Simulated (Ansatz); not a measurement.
**AlCo: do energies and stresses tell the same story?**

All numbers below come from Ansatz 0.2.0, DFT PBEsol, scalar-relativistic, plane waves, PAW.

Cutoff 420 eV; k points 14×14×14 on the computed 2-atom cell (Γ-centred); Gaussian smearing, width 0.10 eV; no spin polarisation.

Relaxed cell: Pm-3m, a = 2.823 Å, b = 2.823 Å, c = 2.823 Å, α = 90.00°, β = 90.00°, γ = 90.00°, 2 atoms in the primitive cell. Whether it is the stable form of this composition wasn't checked.

Energies at zero smearing and pressures from the stress tensor, at volumes with shape and atoms relaxed:
```json
{"V (Å³/atom)": "10.569", "E − E(first) (meV/atom)": "0.00", "P (GPa)": "13.68"}
{"V (Å³/atom)": "10.906", "E − E(first) (meV/atom)": "-20.79", "P (GPa)": "6.30"}
{"V (Å³/atom)": "11.244", "E − E(first) (meV/atom)": "-27.22", "P (GPa)": "0.01"}
{"V (Å³/atom)": "11.581", "E − E(first) (meV/atom)": "-21.38", "P (GPa)": "-5.37"}
{"V (Å³/atom)": "11.918", "E − E(first) (meV/atom)": "-5.06", "P (GPa)": "-9.97"}
```

Q: Check P = −dE/dV between neighbouring volumes, and get the bulk modulus from the pressures alone.

A: With 1 eV/Å³ = 160.2 GPa:
```
middle V (Å³/atom)  −ΔE/ΔV (GPa) mean P (GPa)
            10.738         9.876         9.993
            11.075         3.054         3.156
            11.412        -2.773        -2.682
            11.750        -7.753        -7.669
```

The two differ by 0.12 GPa at most. The mean of two end pressures misses the average over a step by about ΔV² P″/12, up to 0.10 GPa here; with that taken off 0.02 GPa remains. Around V = 11.244 Å³/atom, the two neighbours give B = −V ΔP/ΔV = 11.244 × 11.68 / 0.675 = 194.6 GPa, against B0 = 193.8 GPa from the Birch–Murnaghan fit of the energies.

A ferromagnetic start lost its moments in a first run, so spin was left out; other magnetic orders weren't tried.